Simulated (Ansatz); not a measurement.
# NbC (Fm-3m)

The calculation used DFT PBE, scalar-relativistic, plane waves, PAW (Ansatz).

Settings: cutoff 420 eV, Γ-centred mesh 16×16×16 on the computed 2-atom cell, Gaussian smearing of 0.10 eV; no spin polarisation.

The structure is relaxed at this level of theory with its symmetry kept.

Symmetry: Fm-3m, No. 225, cubic system. Conventional cell: a = 4.485 Å, b = 4.485 Å, c = 4.485 Å, α = 90.00°, β = 90.00°, γ = 90.00°. Nb (site symmetry m-3m) has 6 C at 2.24 Å as nearest neighbours. C (site symmetry m-3m) is surrounded by 6 Nb at 2.24 Å.

```json
{
 "Volume per atom": "11.28 Å³",
 "Formation energy from the elements' standard states (uncorrected)": "-0.544 eV/atom",
 "Kohn–Sham band gap": "none (metal)",
 "Density of states at the Fermi level": "0.74 states/eV per cell",
 "Löwdin character within 0.5 eV of the Fermi level": "Nb 4d 72 %, C 2p 24 %",
 "Bulk modulus": "300 GPa",
 "Its pressure derivative": "4.2",
 "Bader charges (e)": "Nb (1 in the cell) 1.75, C (1 in the cell) -1.75"
}
```